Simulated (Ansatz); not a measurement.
# hcp against fcc along group 13

The calculation used Ansatz 0.2.0, DFT, revPBE, plane waves (420 eV) with PAW, scalar-relativistic. The PAW files were generated under PBE, with cores re-solved for the functional.

Each structure is relaxed within its symmetry, in the lowest magnetic state of the tried starts. Differences under about 8 meV lie within the error of the k-point mesh. Some of these cells lie far above the measured volume under this functional.

```tsv
element	E(hcp) − E(fcc) (meV/atom)	V(hcp) (Å³/atom)	V(fcc) (Å³/atom)	state of hcp	state of fcc
Al	36	16.86	16.72	spin not included	spin not included
Ga	11	19.62	19.50	spin not included	spin not included
In	6	28.65	28.40	spin not included	spin not included
Tl	-21	33.09	32.88	spin not included	spin not included
```
